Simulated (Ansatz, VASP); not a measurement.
**One calculation of Ti, two programs**

```
CELL_PARAMETERS angstrom
-1.70743 1.70743 1.70743
1.57615 -1.57615 1.44487
1.57615 1.44487 -1.57615
ATOMIC_POSITIONS crystal
Ti 0.00000 0.00000 0.00000
```

Alike in both runs: task single point; functional PBEsol; k mesh 18 × 18 × 18; occupations gaussian, width 0.1 eV; no spin polarisation.

```csv
,VASP,Ansatz
version,VASP 6.6.1,Ansatz 0.2.0
potentials or method,"VASP PAW PBE potentials, release 64 (Ti_sv)","scalar-relativistic, plane waves, PAW"
plane-wave cutoff (eV),520,420
valence electrons in the cell,12,12
```

|  | VASP | Ansatz | Ansatz less VASP |
| --- | --- | --- | --- |
| gap on the k mesh at the Fermi level (eV) | none | none | - |
| pressure (GPa) | 6.8 | 7.2 | +0.37 |
| largest component of the traceless stress (GPa) | 4.28 | 4.30 | +0.019 |

A gap of «none» marks a metal or a gap that the smearing closes.

Caveats: the PAW data sets were made with another functional, which shifts forces and pressure a little (VASP).
